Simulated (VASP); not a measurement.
## A VASP 6.6.1 single-point calculation on BeTe

INCAR

```
ISMEAR = 0
NBANDS = 11
EDIFF = 1E-7
LREAL = .FALSE.
PREC = Accurate
SIGMA = 0.01
METAGGA = RSCAN
IBRION = -1
LWAVE = .FALSE.
LCHARG = .FALSE.
NELM = 120
LASPH = .TRUE.
ALGO = Normal
ENCUT = 520
NSW = 0
ISIF = 2
```

KPOINTS

```
KPOINTS created by Atomic Simulation Environment
0
Gamma
8 8 8
0 0 0
```

POSCAR

```
Be Te
 1.0000000000000000
     0.0000000000000000    2.9171595482999999    2.9171595482999999
     2.9171595482999999    0.0000000000000000    2.9171595482999999
     2.9171595482999999    2.9171595482999999    0.0000000000000000
 Be  Te
   1   1
Cartesian
  0.0000000000000000  0.0000000000000000  0.0000000000000000
  1.4585797741500000  1.4585797741500000  1.4585797741500000
```

The recommended PBE PAW datasets give the neutral cell 8 valence electrons.

Command

```
mpirun -np 1 vasp_std
```

OSZICAR

```
N       E                     dE             d eps       ncg     rms          rms(c)
DAV:   1    -0.236488662194E+02   -0.23649E+02   -0.33462E+03   638   0.593E+02
DAV:   2    -0.506740690154E+02   -0.27025E+02   -0.25587E+02   836   0.902E+01
DAV:   3    -0.518672527765E+02   -0.11932E+01   -0.11910E+01   812   0.207E+01
DAV:   4    -0.518795778239E+02   -0.12325E-01   -0.12324E-01   767   0.247E+00
DAV:   5    -0.518797906640E+02   -0.21284E-03   -0.21284E-03   796   0.310E-01    0.332E+00
DAV:   6    -0.508474485921E+02    0.10323E+01   -0.12884E-01   677   0.230E+00    0.239E+00
DAV:   7    -0.508524689761E+02   -0.50204E-02   -0.99280E-02   722   0.172E+00    0.392E-01
DAV:   8    -0.508508281868E+02    0.16408E-02   -0.53439E-03   743   0.383E-01    0.198E-01
DAV:   9    -0.508513050656E+02   -0.47688E-03   -0.86982E-04   726   0.205E-01    0.420E-02
DAV:  10    -0.508513051824E+02   -0.11681E-06   -0.12505E-05   763   0.217E-02    0.266E-02
DAV:  11    -0.508513049487E+02    0.23369E-06   -0.13040E-06   759   0.811E-03    0.749E-03
DAV:  12    -0.508513053794E+02   -0.43069E-06   -0.71378E-08   716   0.226E-03    0.518E-04
DAV:  13    -0.508513053685E+02    0.10973E-07   -0.11808E-08   397   0.567E-04
   1 F= -.50851305E+02 E0= -.50851305E+02  d E =-.384365E-18
```

From OUTCAR

```
k-points           NKPTS =     29   k-points in BZ     NKDIM =     29   number of bands    NBANDS=     11

   NELECT =       8.0000    total number of electrons

   dimension x,y,z NGX =    32 NGY =   32 NGZ =   32
   dimension x,y,z NGXF=    64 NGYF=   64 NGZF=   64

  energy-cutoff  :      520.00
  volume of cell :       49.65
      direct lattice vectors                 reciprocal lattice vectors
     0.000000000  2.917159548  2.917159548    -0.171399607  0.171399607  0.171399607
     2.917159548  0.000000000  2.917159548     0.171399607 -0.171399607  0.171399607
     2.917159548  2.917159548  0.000000000     0.171399607  0.171399607 -0.171399607

 k-points in reciprocal lattice and weights: KPOINTS created by Atomic Simulation Env
   0.00000000  0.00000000  0.00000000       0.002
   0.12500000  0.00000000  0.00000000       0.016
   0.25000000  0.00000000  0.00000000       0.016
   0.37500000  0.00000000  0.00000000       0.016
   0.50000000  0.00000000  0.00000000       0.008
   0.12500000  0.12500000  0.00000000       0.012
   0.25000000  0.12500000  0.00000000       0.047
   0.37500000  0.12500000  0.00000000       0.047
   ...

 E-fermi :   3.8308

 k-point     1 :       0.0000    0.0000    0.0000
  band No.  band energies     occupation
      1      -8.3320      2.00000
      2       3.7741      2.00000
      3       3.7741      2.00000
      4       3.7741      2.00000
      5       7.4153      0.00000
      6       7.8390      0.00000
      7       7.8390      0.00000
      8       7.8390      0.00000
      9      12.5570      0.00000
     10      14.3056      0.00000
     11      14.3056      0.00000

 k-point     2 :       0.1250    0.0000    0.0000
  band No.  band energies     occupation
      1      -8.1979      2.00000
      2       2.5696      2.00000
      3       3.5763      2.00000
      4       3.5763      2.00000
      5       7.5207      0.00000
      6       8.1468      0.00000
      7       8.1468      0.00000
      8       8.8567      0.00000
      9      13.0155      0.00000
     10      13.5157      0.00000
     11      13.5157      0.00000

 k-point     3 :       0.2500    0.0000    0.0000
  band No.  band energies     occupation
      1      -7.8323      2.00000
      2       0.7042      2.00000
      3       3.1908      2.00000
      4       3.1908      2.00000
      5       7.2676      0.00000
      6       8.6508      0.00000
      7       8.6508      0.00000
      8      10.8352      0.00000
      9      13.2494      0.00000
     10      13.2494      0.00000
     11      13.3444      0.00000

 k-point     4 :       0.3750    0.0000    0.0000
  band No.  band energies     occupation
      1      -7.3799      2.00000
      2      -0.7574      2.00000
      3       2.8844      2.00000
      4       2.8844      2.00000
      5       7.0599      0.00000
      6       8.8116      0.00000
      7       8.8116      0.00000
      8      12.1012      0.00000
      9      13.7134      0.00000
     10      14.2327      0.00000
     11      14.2327      0.00000

 k-point     5 :       0.5000    0.0000    0.0000
  band No.  band energies     occupation
      1      -7.1520      2.00000
      2      -1.3333      2.00000
      3       2.7728      2.00000
      4       2.7728      2.00000
      5       6.9853      0.00000
      6       8.7977      0.00000
      7       8.7977      0.00000
      8      12.1739      0.00000
      9      14.9770      0.00000
     10      15.6039      0.00000
     11      15.6039      0.00000

 ...

  Total       -1.4194537     -1.4194537     -1.4194537      0.0000000      0.0000000      0.0000000
  in kB      -45.8058848    -45.8058848    -45.8058848      0.0000000      0.0000000      0.0000000
  external PRESSURE =     -45.8058848 kB  Pullay stress =       0.0000000 kB

 POSITION                                       TOTAL-FORCE (eV/Angst)
 -----------------------------------------------------------------------------------
      0.00000      0.00000      0.00000        -0.000000     -0.000000     -0.000000
      1.45858      1.45858      1.45858         0.000000      0.000000      0.000000
 -----------------------------------------------------------------------------------
    total drift:                                0.000000      0.000000      0.000000

  FREE ENERGIE OF THE ION-ELECTRON SYSTEM (eV)
  ---------------------------------------------------
  free  energy   TOTEN  =       -50.8513053685 eV

  energy  without entropy=      -50.8513053685  energy(sigma->0) =      -50.85130537
```

It converged. Results: gap between bands v and c on the k mesh 2.53 eV; least direct gap on the k mesh 3.64 eV; pressure -4.6 GPa. Band v is the last that the valence electrons fill when counted band by band, and c is the next.

For comparison, a separate r²SCAN run of the intended cell, on usual settings and not on those above, gives a gap of 2.57 eV on its mesh and a pressure of -4.5 GPa.

The run above took about 50 s on one core of a shared host (Intel Xeon Platinum 8488C) and held 0.18 GiB at most.
